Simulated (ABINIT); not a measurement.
Crystal: MgB2.

```xyz
3
Lattice="3.0850 0.0000 0.0000 -1.5425 2.6717 0.0000 0.0000 0.0000 3.5230" Properties=species:S:1:pos:R:3 pbc="T T T"
Mg    0.0000    0.0000    0.0000
B     1.5425    0.8906    1.7615
B     0.0000    1.7811    1.7615
```

Base run:

| Quantity | Value |
| --- | --- |
| Program | ABINIT 10.8.3 (patched build) |
| Functional | PBE |
| Potentials or basis | PseudoDojo NC SR PBE v0.4.1 standard |
| Cutoff | 1088 eV |
| k mesh | 8 × 8 × 6 |
| Occupations | fermi-dirac, width 0.05 eV |
| Spin | no spin polarisation |

Its results: band gap on the k mesh none (metal or under the smearing width); pressure -1.0 GPa.

Task: The run is repeated on the same cell with these changes: functional from PBE to PBEsol; potentials or basis from PseudoDojo NC SR PBE v0.4.1 standard to PseudoDojo NC SR PBEsol v0.4.1 standard; cutoff from 1088 eV to 1034 eV. What comes out?

Result: Band gap on the k mesh none (metal or under the smearing width); pressure -3.3 GPa.
